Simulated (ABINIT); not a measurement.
HgSe:

```
CELL_PARAMETERS angstrom
0.00000 3.03900 3.03900
3.03900 0.00000 3.03900
3.03900 3.03900 0.00000
ATOMIC_POSITIONS crystal
Hg 0.00000 0.00000 0.00000
Se 0.75000 0.75000 0.75000
```

Base run:

| Item | Value |
| --- | --- |
| Program | ABINIT 10.8.3 (patched build) |
| Functional | BLYP |
| Potentials or basis | JTH PAW PBE v2.0 |
| Cutoff | 544 eV |
| k mesh | 8 × 8 × 8 |
| Occupations | fermi-dirac, width 0.05 eV |
| Spin | no spin polarisation |

Its results: band gap on the k mesh none (metal or under the smearing width); pressure 8.5 GPa.

Task: The run is repeated on the same cell with these changes: functional from BLYP to PBEsol; k mesh from 8 × 8 × 8 to 5 × 5 × 5. What comes out?

Result: Band gap on the k mesh none (metal or under the smearing width); pressure 1.8 GPa.

Several settings changed at once, so the effect can't be laid on one alone.

Caveats: the PAW data sets were made with another functional, which shifts forces and pressure a little; spin-orbit coupling is left out, which moves the levels of the heavy elements (some runs).
